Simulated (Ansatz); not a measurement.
Wanted: the native input for an Ansatz 0.2.0 run.

* Task: single point
* Functional: PBE
* Potentials or basis: Ansatz PAW
* Cutoff: 420 eV (not typed: the program's choice for these potentials)
* k mesh: 10 × 10 × 5
* Occupations: gaussian, width 0.02 eV
* Spin: no spin polarisation

GaN:

```
Ga N
1.0
     3.18000    0.00000    0.00000
    -1.59000    2.75396    0.00000
     0.00000    0.00000    5.16600
Ga N
2 2
Direct
  0.66667 0.33333 0.50000
  0.33333 0.66667 0.00000
  0.66667 0.33333 0.87500
  0.33333 0.66667 0.37500
```

One way to write it, as run:

input.yaml

```yaml
crystal:
  lattice:
    - [3.18, 0.0, 0.0]
    - [-1.59, 2.753960784, 0.0]
    - [0.0, 0.0, 5.166]
  atoms:
    - { symbol: Ga, position: [0.6666666667, 0.3333333333, 0.5] }
    - { symbol: Ga, position: [0.3333333333, 0.6666666667, 0.0] }
    - { symbol: "N", position: [0.6666666667, 0.3333333333, 0.875] }
    - { symbol: "N", position: [0.3333333333, 0.6666666667, 0.375] }
hamiltonian:
  xc: pbe
  pseudopotentials: { kind: paw }
kpoints:
  mp_grid: { grid: [10, 10, 5] }
scf:
  occupations: { method: gaussian, width: 0.02 }
output:
  forces: true
  stress: true
  eigenvalues: true
```

Potentials or basis: Ansatz PAW.

Launch:

```console
$ ansatz run input.yaml --threads 2 --pin off --max-ram 5632MiB --backend cpu --events-out ev --progress --plain --runs-dir out
```

It gave:

```
Pressure               : 7.3 GPa
Largest force          : 0.137 eV/Å
Band gap on the k mesh : 1.96 eV, direct
```

Caveat: odd divisions of the mesh miss points on the zone boundary, where band edges often lie, so the gap on the mesh can be too wide; the pressure holds a Pulay correction of +0.5 GPa for the finite cutoff.

Wall time 3.8 s on 2 threads of Intel(R) Xeon(R) Processor @ 2.50GHz (Skylake/Cascade Lake), on a shared host, peak memory 0.37 GiB.
